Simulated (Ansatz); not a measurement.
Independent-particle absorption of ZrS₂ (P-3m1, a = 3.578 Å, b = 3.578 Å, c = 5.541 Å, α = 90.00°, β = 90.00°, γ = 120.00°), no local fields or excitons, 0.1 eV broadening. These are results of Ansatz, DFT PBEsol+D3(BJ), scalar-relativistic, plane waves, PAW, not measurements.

Plane waves to 420 eV, a k mesh through Γ of 12×12×6 on the computed 3-atom cell and Gaussian smearing (0.01 eV); no spin polarisation. The spectrum is summed on a 18×18×9 mesh.

```xyz
3
Lattice="3.5782 0.0000 0.0000 -1.7891 3.0988 0.0000 0.0000 0.0000 5.5411" Properties=species:S:1:pos:R:3 pbc="T T T"
Zr    0.0000    0.0000    0.0000
S     1.7891    1.0329    4.0745
S     0.0000    2.0659    1.4666
```

(photon energy (eV), ε2,xx): (0.0, 0.00), (0.4, 0.00), (0.6, 0.00), (1.0, 0.00), (1.4, 2.75), (1.6, 8.11), (2.0, 20.17), (2.4, 24.61), (2.6, 16.36), (3.0, 6.99), (3.4, 4.36), (3.8, 4.35), (4.0, 5.25), (4.4, 8.60), (4.8, 8.67), (5.0, 9.46), (5.4, 11.23), (5.8, 12.39), (6.0, 10.79), (6.4, 8.61), (6.8, 5.63), (7.0, 5.30), (7.4, 4.94), (7.8, 4.45), (8.0, 4.17), (8.4, 3.98), (8.8, 3.62), (9.2, 3.73), (9.4, 3.69), (9.8, 4.79), (10.2, 4.06), (10.4, 3.45), (10.8, 2.80), (11.2, 2.13), (11.4, 1.97), (11.8, 2.31)

The strongest peak lies near 2.2 eV. ε∞ (xx, yy, zz) = 14.4, 14.4, 11.6.

Cost: 1 run of about 1.7 core-minutes, on Intel Xeon Platinum 8488C (Sapphire Rapids) (shared hosts).